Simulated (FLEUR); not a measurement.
# FeO (Wuestite) (Fm-3m) in FLEUR: a series of runs

Aim: see how the results for FeO (Wuestite) move with the level of theory and the settings. Levels: LDA (Wigner correlation)+U, RPBE+U, revPBE, PBEsol+U. Tasks: band structure, density of states, single point.

Everything below comes from runs of FLEUR MaX-R8.1 (patched build s14). Logs are shortened: lines on timing, memory, paths and dates and some standing lists are left out, and cuts for length are marked.

**Measured values to compare with.**

“W\"ustite: Electric, thermodynamic and optical properties of FeO”, 2012, arxiv:1203.1201 quotes, for a bulk crystal of FeO: band gap 2.4 eV (optical).

The results are compared with them further down.

### Step 1. Starting point

The structure is cubic, space group Fm-3m (No. 225). Conventional cell: a = 4.311 Å, b = 4.311 Å, c = 4.311 Å, α = 90.00°, β = 90.00°, γ = 90.00°. Fe (site symmetry m-3m) has 6 O at 2.16 Å as nearest neighbours. O (site symmetry m-3m) has 6 Fe at 2.16 Å as nearest neighbours.

### Step 2. Band structure, LDA (Wigner correlation)+U, collinear spin, ferromagnetic start, spin-orbit coupling

File inp.xml:

```xml
<?xml version="1.0" encoding="UTF-8" standalone="no"?>
<fleurInput fleurInputVersion="0.39">
   <comment>
      FeO                                                                                                 
   </comment>
   <calculationSetup>
      <cutoffs Kmax="4.5" Gmax="22.5" GmaxXC="22.5" numbands="all"/>
      <scfLoop itmax="100" minDistance="0.0002" maxIterBroyd="50" imix="Anderson" alpha="0.05" precondParam="0.0" spinf="2.0"/>
      <coreElectrons ctail="T" frcor="F" kcrel="0" coretail_lmax="0"/>
      <xcFunctional name="wign" relativisticCorrections="F"/>
      <magnetism jspins="2"/>
      <soc l_soc="T" theta="1.5707963" phi="0.0" spav="F"/>
      <expertModes spex="0" secvar="F"/>
      <geometryOptimization l_f="F" forcealpha="1.0" forcemix="BFGS" epsdisp="0.00001" epsforce="0.00001"/>
      <ldaU l_linMix="F" mixParam="0.05" spinf="1.0"/>
   </calculationSetup>
   <cell>
      <bzIntegration valenceElectrons="22.0" mode="hist" fermiSmearingEnergy="0.00183747">
         <kPointListSelection listName="default-1"/>
         <!-- k-points included here -->
         <xi:include xmlns:xi="http://www.w3.org/2001/XInclude" href="kpts.xml"> </xi:include>
      </bzIntegration>
      <!-- symmetry operations included here -->
      <xi:include xmlns:xi="http://www.w3.org/2001/XInclude" href="sym.xml"> </xi:include>
[... 29 lines left out ...]
            <coreConfig>(1s1/2)</coreConfig>
            <valenceConfig>(2s1/2) (2p1/2) (2p3/2)</valenceConfig>
            <stateOccupation state="(2p1/2)" spinUp="0.666667" spinDown="0.666667"/>
            <stateOccupation state="(2p3/2)" spinUp="1.333333" spinDown="1.333333"/>
         </electronConfig>
         <energyParameters s="2" p="2" d="3" f="4"/>
         <lo type="SCLO" l="0" n="2" eDeriv="2"/>
         <lo type="SCLO" l="1" n="2" eDeriv="2"/>
         <lo type="SCLO" l="2" n="3" eDeriv="2"/>
      </species>
   </atomSpecies>
   <atomGroups>
      <atomGroup species="Iron (Fe) 3.000">
         <relPos label="                   1">.0000000000 .0000000000 .0000000000</relPos>
         <force calculate="T" relaxXYZ="TTT"/>
      </atomGroup>
      <atomGroup species="Oxygen (O)">
         <relPos label="                   2">1.000/2.000 1.000/2.000 1.000/2.000</relPos>
         <force calculate="T" relaxXYZ="TTT"/>
      </atomGroup>
   </atomGroups>
   <output dos="F" band="F" slice="F">
      <checks vchk="F" cdinf="F"/>
      <bandDOS minEnergy="-.5*Htr" maxEnergy="0.5*Htr" sigma="0.015" storeEVData="T"/>
      <vacuumDOS vacdos="F" integ="F" star="F" nstars="0" locx1="0.0" locy1="0.0" locx2="0.0" locy2="0.0" nstm="0" tworkf="0.0"/>
      <unfoldingBand unfoldBand="F" supercellX="1" supercellY="1" supercellZ="1"/>
      <plotting iplot="0" polar="F">
         <plot TwoD="T" vec1="  1.0  0.0  0.0" vec2="  0.0  1.0  0.0" vec3="  0.0  0.0  1.0" zero="  0.0  0.0  0.0" file="plot"/>
      </plotting>
      <chargeDensitySlicing numkpt="0" minEigenval="0.0" maxEigenval="0.0" nnne="0" pallst="F"/>
      <specialOutput eonly="F"/>
      <magneticCircularDichroism mcd="F" energyLo="-10.0" energyUp="0.0"/>
   </output>
  <!-- We include the file relax.xml here to enable relaxations (see documentation) -->
  <xi:include xmlns:xi="http://www.w3.org/2001/XInclude" href="relax.xml"> <xi:fallback/> </xi:include>
</fleurInput>
```

File crystal.txt:

```
FeO
&input cartesian=F /
0.0000000000  2.1554000000  2.1554000000
2.1554000000  0.0000000000  2.1554000000
2.1554000000  2.1554000000  0.0000000000
1.8897261246
1.0 1.0 1.0

2
26 0.0000000000  0.0000000000  0.0000000000 : 3.000
8 0.5000000000  0.5000000000  0.5000000000

&soc 1.5707963 0.0 /
&kpt div1=7 div2=7 div3=7 gamma=T /
```

File inp.xml (bands):

```
<?xml version="1.0" encoding="UTF-8" standalone="no"?>
<fleurInput fleurInputVersion="0.39">
   <comment>
      FeO                                                                                                 
   </comment>
   <calculationSetup>
      <cutoffs Kmax="4.5" Gmax="22.5" GmaxXC="22.5" numbands="all"/>
      <scfLoop itmax="100" minDistance="0.0002" maxIterBroyd="50" imix="Anderson" alpha="0.05" precondParam="0.0" spinf="2.0"/>
      <coreElectrons ctail="T" frcor="F" kcrel="0" coretail_lmax="0"/>
      <xcFunctional name="wign" relativisticCorrections="F"/>
      <magnetism jspins="2"/>
      <soc l_soc="T" theta="1.5707963" phi="0.0" spav="F"/>
      <expertModes spex="0" secvar="F"/>
      <geometryOptimization l_f="F" forcealpha="1.0" forcemix="BFGS" epsdisp="0.00001" epsforce="0.00001"/>
      <ldaU l_linMix="F" mixParam="0.05" spinf="1.0"/>
   </calculationSetup>
   <cell>
      <bzIntegration valenceElectrons="22.0" mode="hist" fermiSmearingEnergy="0.00183747">
         <kPointListSelection listName="path-1"/>
         <!-- k-points included here -->
         <xi:include xmlns:xi="http://www.w3.org/2001/XInclude" href="kpts.xml"> </xi:include>
      </bzIntegration>
      <!-- symmetry operations included here -->
      <xi:include xmlns:xi="http://www.w3.org/2001/XInclude" href="sym.xml"> </xi:include>
      <bulkLattice scale="1.0">
         <bravaisMatrix>
[... 29 lines left out ...]
            <stateOccupation state="(2p1/2)" spinUp="0.666667" spinDown="0.666667"/>
            <stateOccupation state="(2p3/2)" spinUp="1.333333" spinDown="1.333333"/>
         </electronConfig>
         <energyParameters s="2" p="2" d="3" f="4"/>
         <lo type="SCLO" l="0" n="2" eDeriv="2"/>
         <lo type="SCLO" l="1" n="2" eDeriv="2"/>
         <lo type="SCLO" l="2" n="3" eDeriv="2"/>
      </species>
   </atomSpecies>
   <atomGroups>
      <atomGroup species="Iron (Fe) 3.000">
         <relPos label="                   1">.0000000000 .0000000000 .0000000000</relPos>
         <force calculate="T" relaxXYZ="TTT"/>
      </atomGroup>
      <atomGroup species="Oxygen (O)">
         <relPos label="                   2">1.000/2.000 1.000/2.000 1.000/2.000</relPos>
         <force calculate="T" relaxXYZ="TTT"/>
      </atomGroup>
   </atomGroups>
   <output dos="F" band="T" slice="F">
      <checks vchk="F" cdinf="F"/>
      <bandDOS minEnergy="-.5*Htr" maxEnergy="0.5*Htr" sigma="0.015" storeEVData="T"/>
      <vacuumDOS vacdos="F" integ="F" star="F" nstars="0" locx1="0.0" locy1="0.0" locx2="0.0" locy2="0.0" nstm="0" tworkf="0.0"/>
      <unfoldingBand unfoldBand="F" supercellX="1" supercellY="1" supercellZ="1"/>
      <plotting iplot="0" polar="F">
         <plot TwoD="T" vec1="  1.0  0.0  0.0" vec2="  0.0  1.0  0.0" vec3="  0.0  0.0  1.0" zero="  0.0  0.0  0.0" file="plot"/>
      </plotting>
      <chargeDensitySlicing numkpt="0" minEigenval="0.0" maxEigenval="0.0" nnne="0" pallst="F"/>
      <specialOutput eonly="F"/>
      <magneticCircularDichroism mcd="F" energyLo="-10.0" energyUp="0.0"/>
   </output>
  <!-- We include the file relax.xml here to enable relaxations (see documentation) -->
  <xi:include xmlns:xi="http://www.w3.org/2001/XInclude" href="relax.xml"> <xi:fallback/> </xi:include>
</fleurInput>
```

Potentials or basis: all-electron, FLAPW.

Launch:

```sh
$ inpgen -f crystal.txt -profile moderate
$ # inp.xml edited to the form shown
$ fleur
$ fleur   # second run, on inp.xml (bands)
```

Log:

```text
Welcome to FLEUR        (www.flapw.de)
      MaX-Release 8.1          (www.max-centre.eu)

 ========== k-point set info ==========
 Selected k-point list: default-1
 k-point list type: mesh
 7 x 7 x 7
 Number of k points: 52

 ------------Calculation Setup---------------------------
 Number of OMP-threads    :            1
 Number of basis functions:          270
 Approximate size of matrices (H+S) per k-point:         0.002 GB
 --------------------------------------------------------
 WARNING: Wigner correlation ! Only applicable for non-spinpolarized calculations
 WARNING: Wigner correlation ! Only applicable for non-spinpolarized calculations
 WARNING: Wigner correlation ! Only applicable for non-spinpolarized calculations
 no density matrix found ... skipping LDA+U
 Complex matrix made real
 Complex matrix made real
 Reset of history
 Iteration:     1   Distance:      75.64082891 me/bohr^3
 WARNING: Wigner correlation ! Only applicable for non-spinpolarized calculations
 WARNING: Wigner correlation ! Only applicable for non-spinpolarized calculations
 WARNING: Wigner correlation ! Only applicable for non-spinpolarized calculations
 Iteration:     2   Distance:      71.85878746 me/bohr^3
 WARNING: Wigner correlation ! Only applicable for non-spinpolarized calculations
 WARNING: Wigner correlation ! Only applicable for non-spinpolarized calculations
 WARNING: Wigner correlation ! Only applicable for non-spinpolarized calculations
 Iteration:     3   Distance:      68.26584809 me/bohr^3
 WARNING: Wigner correlation ! Only applicable for non-spinpolarized calculations
 WARNING: Wigner correlation ! Only applicable for non-spinpolarized calculations
 WARNING: Wigner correlation ! Only applicable for non-spinpolarized calculations
 Iteration:     4   Distance:      21.60708594 me/bohr^3
 WARNING: Wigner correlation ! Only applicable for non-spinpolarized calculations
 WARNING: Wigner correlation ! Only applicable for non-spinpolarized calculations
 WARNING: Wigner correlation ! Only applicable for non-spinpolarized calculations
 Iteration:     5   Distance:       7.68365563 me/bohr^3
 WARNING: Wigner correlation ! Only applicable for non-spinpolarized calculations
 WARNING: Wigner correlation ! Only applicable for non-spinpolarized calculations
 WARNING: Wigner correlation ! Only applicable for non-spinpolarized calculations
 Iteration:     6   Distance:       7.18465886 me/bohr^3
 WARNING: Wigner correlation ! Only applicable for non-spinpolarized calculations
 WARNING: Wigner correlation ! Only applicable for non-spinpolarized calculations
 WARNING: Wigner correlation ! Only applicable for non-spinpolarized calculations
 Iteration:     7   Distance:       1.07266121 me/bohr^3
 WARNING: Wigner correlation ! Only applicable for non-spinpolarized calculations
 WARNING: Wigner correlation ! Only applicable for non-spinpolarized calculations
 WARNING: Wigner correlation ! Only applicable for non-spinpolarized calculations
 Iteration:     8   Distance:       1.30891134 me/bohr^3
 WARNING: Wigner correlation ! Only applicable for non-spinpolarized calculations
 WARNING: Wigner correlation ! Only applicable for non-spinpolarized calculations
 WARNING: Wigner correlation ! Only applicable for non-spinpolarized calculations
 Iteration:     9   Distance:       0.35287811 me/bohr^3
 WARNING: Wigner correlation ! Only applicable for non-spinpolarized calculations
 WARNING: Wigner correlation ! Only applicable for non-spinpolarized calculations
 WARNING: Wigner correlation ! Only applicable for non-spinpolarized calculations
 Iteration:    10   Distance:       1.17313890 me/bohr^3
 WARNING: Wigner correlation ! Only applicable for non-spinpolarized calculations
 WARNING: Wigner correlation ! Only applicable for non-spinpolarized calculations
 WARNING: Wigner correlation ! Only applicable for non-spinpolarized calculations
 Iteration:    11   Distance:       1.58550292 me/bohr^3
 WARNING: Wigner correlation ! Only applicable for non-spinpolarized calculations
 WARNING: Wigner correlation ! Only applicable for non-spinpolarized calculations
 WARNING: Wigner correlation ! Only applicable for non-spinpolarized calculations
 Iteration:    12   Distance:       0.31198006 me/bohr^3
 WARNING: Wigner correlation ! Only applicable for non-spinpolarized calculations
 WARNING: Wigner correlation ! Only applicable for non-spinpolarized calculations
 WARNING: Wigner correlation ! Only applicable for non-spinpolarized calculations
 Iteration:    13   Distance:       0.33262973 me/bohr^3
 WARNING: Wigner correlation ! Only applicable for non-spinpolarized calculations
 WARNING: Wigner correlation ! Only applicable for non-spinpolarized calculations
 WARNING: Wigner correlation ! Only applicable for non-spinpolarized calculations
 Iteration:    14   Distance:       0.26792461 me/bohr^3
 WARNING: Wigner correlation ! Only applicable for non-spinpolarized calculations
 WARNING: Wigner correlation ! Only applicable for non-spinpolarized calculations
 WARNING: Wigner correlation ! Only applicable for non-spinpolarized calculations
 Iteration:    15   Distance:       0.03315775 me/bohr^3
 WARNING: Wigner correlation ! Only applicable for non-spinpolarized calculations
 WARNING: Wigner correlation ! Only applicable for non-spinpolarized calculations
 WARNING: Wigner correlation ! Only applicable for non-spinpolarized calculations
 Iteration:    16   Distance:       0.04452950 me/bohr^3
 WARNING: Wigner correlation ! Only applicable for non-spinpolarized calculations
 WARNING: Wigner correlation ! Only applicable for non-spinpolarized calculations
 WARNING: Wigner correlation ! Only applicable for non-spinpolarized calculations
 Iteration:    17   Distance:       0.01032645 me/bohr^3
 WARNING: Wigner correlation ! Only applicable for non-spinpolarized calculations
 WARNING: Wigner correlation ! Only applicable for non-spinpolarized calculations
 WARNING: Wigner correlation ! Only applicable for non-spinpolarized calculations
 Iteration:    18   Distance:       0.00626582 me/bohr^3
 WARNING: Wigner correlation ! Only applicable for non-spinpolarized calculations
 WARNING: Wigner correlation ! Only applicable for non-spinpolarized calculations
 WARNING: Wigner correlation ! Only applicable for non-spinpolarized calculations
 Iteration:    19   Distance:       0.00955450 me/bohr^3
 WARNING: Wigner correlation ! Only applicable for non-spinpolarized calculations
 WARNING: Wigner correlation ! Only applicable for non-spinpolarized calculations
 WARNING: Wigner correlation ! Only applicable for non-spinpolarized calculations
 Iteration:    20   Distance:       0.00227006 me/bohr^3
 WARNING: Wigner correlation ! Only applicable for non-spinpolarized calculations
 WARNING: Wigner correlation ! Only applicable for non-spinpolarized calculations
 WARNING: Wigner correlation ! Only applicable for non-spinpolarized calculations
 Iteration:    21   Distance:       0.00207652 me/bohr^3
 WARNING: Wigner correlation ! Only applicable for non-spinpolarized calculations
 WARNING: Wigner correlation ! Only applicable for non-spinpolarized calculations
 WARNING: Wigner correlation ! Only applicable for non-spinpolarized calculations
 Iteration:    22   Distance:       0.00049262 me/bohr^3
 WARNING: Wigner correlation ! Only applicable for non-spinpolarized calculations
 WARNING: Wigner correlation ! Only applicable for non-spinpolarized calculations
 WARNING: Wigner correlation ! Only applicable for non-spinpolarized calculations
 Iteration:    23   Distance:       0.00016200 me/bohr^3

 ********************************************************************
 Run finished successfully
 Stop message:
   all done
 ********************************************************************
```

Run time: 3.9 min. Hardware: 1 thread of Intel Xeon 6975P-C (Granite Rapids), shared host; peak memory 0.19 GiB.

Results:

| Quantity | Value |
| --- | --- |
| Free energy | -36577.3578 eV |
| Band gap on the k mesh | 2.97 eV, indirect (least direct gap 3.51 eV) |
| Band gap along the path | 2.90 eV, indirect (least direct gap 3.51 eV) |
| Net moment | 0.00 μB per cell |
| Valence electrons inside the program's atomic spheres | Fe 14.27; O 5.18 (radii Fe 2.14, O 1.63 bohr) |

Levels at the corners of the path, in eV from the valence-band top:
```tsv
point	band 19	band 20	band 21	band 22	band 23	band 24	band 25	band 26
Γ	-1.29	-1.29	-1.29	-1.29	2.90	2.90	3.04	3.04
X	-0.48	-0.48	-0.39	-0.39	3.61	3.61	4.01	4.01
W	-0.61	-0.61	-0.45	-0.45	3.96	3.96	4.52	4.52
K	-0.57	-0.57	-0.24	-0.24	4.12	4.12	4.50	4.50
Γ	-1.29	-1.29	-1.29	-1.29	2.90	2.90	3.04	3.04
L	-0.32	-0.32	0.00	0.00	5.39	5.39	5.42	5.42
U	-0.57	-0.57	-0.24	-0.24	4.12	4.12	4.50	4.50
W	-0.61	-0.61	-0.45	-0.45	3.96	3.96	4.52	4.52
L	-0.32	-0.32	0.00	0.00	5.39	5.39	5.42	5.42
K	-0.57	-0.57	-0.24	-0.24	4.12	4.12	4.50	4.50
U	-0.57	-0.57	-0.24	-0.24	4.12	4.12	4.50	4.50
X	-0.48	-0.48	-0.39	-0.39	3.61	3.61	4.01	4.01
```

Orbital moments (μB): Fe +0.000; O +0.000

Core levels (eV from the Fermi level):
```
atom                                                   levels
1 Fe  1s1/2 -6971.5, 2s1/2 -807.7, 2p1/2 -696.1, 2p3/2 -683.7
 2 O                                             1s1/2 -500.5
```

Caveat: the starting moments collapsed, and a magnetic state may lie lower. The state reached can hang on the start; a lower one may exist.

(Continued in part 2 of 2.)
